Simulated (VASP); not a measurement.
Wanted: the native input for a VASP 6.6.1 run.

```yaml
Task: band structure
Functional: PBE
Potentials_or_basis: VASP PAW PBE potentials, release 64 (Ti_sv, Te)
Cutoff: 520 eV
k_mesh: 15 × 15 × 8
Occupations: gaussian, width 0.1 eV
Spin: no spin polarisation
Further_INCAR_settings: ALGO = Normal; EDIFF = 1e-07; NBANDS = 19
```

TiTe2:

```
Ti Te
1.0
     3.69701    0.00000    0.00000
    -1.84851    3.20171    0.00000
     0.00000    0.00000    6.38402
Ti Te
1 2
Direct
  0.00000 0.00000 0.00000
  0.66667 0.33333 0.27110
  0.33333 0.66667 0.72890
```

These files were run (other wordings do the same):

POSCAR

```
TiTe2
1.0
    3.6970100000      0.0000000000      0.0000000000
   -1.8485050000      3.2017050000      0.0000000000
    0.0000000000      0.0000000000      6.3840190000
Ti Te
1 2
Direct
    0.0000000000      0.0000000000      0.0000000000
    0.6666667000      0.3333333000      0.2710994000
    0.3333333000      0.6666667000      0.7289006000
```

INCAR.step1

```
  PREC = Accurate
  ENCUT = 520
  EDIFF = 1E-7
  ISMEAR = 0
  SIGMA = 0.1
  LREAL = F
  LASPH = T
  NELM = 100
  ALGO = Normal
  ISIF = 2
  LWAVE = F
  LCHARG = T
  LMAXMIX = 4
  GGA = PE
  NBANDS = 19
```

KPOINTS.step1

```
Automatic mesh
0
Gamma
  15 15 8
```

INCAR.step2

```
  PREC = Accurate
  ENCUT = 520
  EDIFF = 1E-7
  ISMEAR = 0
  SIGMA = 0.05
  LREAL = F
  LASPH = T
  NELM = 100
  ALGO = Normal
  ISIF = 2
  LWAVE = F
  LCHARG = F
  LMAXMIX = 4
  GGA = PE
  NBANDS = 19
  ICHARG = 11
```

KPOINTS.step2

```
path GMKGALHA,LM,KH
15
line-mode
reciprocal
 0.0000000000  0.0000000000  0.0000000000  G
 0.5000000000  0.0000000000  0.0000000000  M

 0.5000000000  0.0000000000  0.0000000000  M
 0.3333333333  0.3333333333  0.0000000000  K

 0.3333333333  0.3333333333  0.0000000000  K
 0.0000000000  0.0000000000  0.0000000000  G

 0.0000000000  0.0000000000  0.0000000000  G
 0.0000000000  0.0000000000  0.5000000000  A

 0.0000000000  0.0000000000  0.5000000000  A
 0.5000000000  0.0000000000  0.5000000000  L

 0.5000000000  0.0000000000  0.5000000000  L
 0.3333333333  0.3333333333  0.5000000000  H

 0.3333333333  0.3333333333  0.5000000000  H
 0.0000000000  0.0000000000  0.5000000000  A

 0.5000000000  0.0000000000  0.5000000000  L
 0.5000000000  0.0000000000  0.0000000000  M

 0.3333333333  0.3333333333  0.0000000000  K
 0.3333333333  0.3333333333  0.5000000000  H
```

Potentials or basis: VASP PAW PBE potentials, release 64 (Ti_sv, Te).

Command:

```console
$ cat potpaw_PBE.64/Ti_sv/POTCAR potpaw_PBE.64/Te/POTCAR > POTCAR
$ cp INCAR.step1 INCAR
$ cp KPOINTS.step1 KPOINTS
$ mpirun -np 1 vasp_std > vasp.out
$ cp INCAR.step2 INCAR
$ cp KPOINTS.step2 KPOINTS
$ mpirun -np 1 vasp_std > vasp.out
```

Results of the run:

```
Band gap along the path : none (metal or under the smearing width)
```

Caveat: the log is that of the step along the path at fixed density, whose energy, stress, charges and moments have no meaning; spin-orbit coupling is left out, which moves the levels of the heavy elements.

Wall time 2.7 min on 1 thread of Intel(R) Xeon(R) 6975P-C (Granite Rapids), on a shared host, peak memory 0.39 GiB.
